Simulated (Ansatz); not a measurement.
Results of LDA (Ansatz, a quantum-chemistry and plane-wave program, PAW) for rock-salt NaBr.

Run with plane-wave cutoff 520 eV, 10×10×10 k mesh, Fermi–Dirac smearing 0.01 eV, scalar-relativistic PAW data made under PBE.

Pressure at four volumes; x = ln(V/24.164 Å³). One pressure is withheld.

```tsv
V (Å³/atom)	x	P (GPa)
22.714	-0.0619	1.944
24.164	0.0000	0.035
25.131	0.0392	-0.917
25.614	0.0583	?
```

Pass a parabola P(x) through the three rows shown, estimate the bulk modulus and its pressure derivative near zero pressure, and predict the withheld pressure.

Slopes between the rows: (0.035 − (1.944))/(0.0000 − (-0.0619)) = -30.84 and (-0.917 − (0.035))/(0.0392 − (0.0000)) = -24.29 GPa. Their difference over the span 0.1011 is c = 6.55/0.1011 = 64.8 GPa, so P(x) = 1.944 + (-30.84)(x − (-0.0619)) + 64.8 (x − (-0.0619))(x − (0.0000)). At the middle row B = −dP/dx = −[-30.84 + 64.8 × 0.0619] = 26.8 GPa, and B′ = dB/dP = 2c/B = 4.8. At x = 0.0583 the parabola gives -1.309 GPa; the run gives -1.317 GPa. The Birch–Murnaghan fit to the energies at all volumes has B0 = 26.5 GPa and B′ = 4.8.

Measured, for comparison: bulk modulus 22.6 GPa (4 K, not corrected to a static lattice; as tabulated in Doll and Stoll (1998), arXiv:cond-mat/9801031). Computed less measured: bulk modulus +17 %.
